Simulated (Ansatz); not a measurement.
A run of Ansatz 0.2.0:

Contents of input.yaml:

```yaml
crystal:
  lattice:
    - [3.48, 0.0, 0.0]
    - [-1.74, 3.0137684052, 0.0]
    - [0.0, 0.0, 5.59]
  atoms:
    - { symbol: Pb, position: [0.6666666667, 0.3333333333, 0.75] }
    - { symbol: Pb, position: [0.3333333333, 0.6666666667, 0.25] }
kpoints:
  mp_grid: { grid: [9, 9, 5] }
  band_path:
    path:
      - [0.0, 0.0, 0.0]
      - [0.5, 0.0, 0.0]
      - [0.3333333333, 0.3333333333, 0.0]
      - [0.0, 0.0, 0.0]
      - [0.0, 0.0, 0.5]
      - [0.5, 0.0, 0.5]
      - [0.3333333333, 0.3333333333, 0.5]
      - [0.0, 0.0, 0.5]
    npoints: 6
scf:
  occupations: { method: fermi_dirac, width: 0.05 }
hamiltonian:
  xc: lda
  pseudopotentials: { kind: all_electron, lapw: { basis_error: 0.001 } }
output:
  forces: true
  stress: true
  eigenvalues: true
```

Potentials or basis: all-electron LAPW, scalar-relativistic.

Launch:

```sh
$ ansatz run input.yaml --threads 1 --pin off --max-ram 3072MiB --backend cpu --events-out ev --progress --plain --runs-dir out
```

Hardware: 1 thread of Arm Neoverse V1, with other jobs on the host.

**Question.** How long does it take, and how much memory?

**Answer.** Run time: 17 s on 1 thread of Arm Neoverse V1, on a shared host, peak memory 0.31 GiB. Counts: scf iterations 6, plane waves 287, k points 36, bands 44.
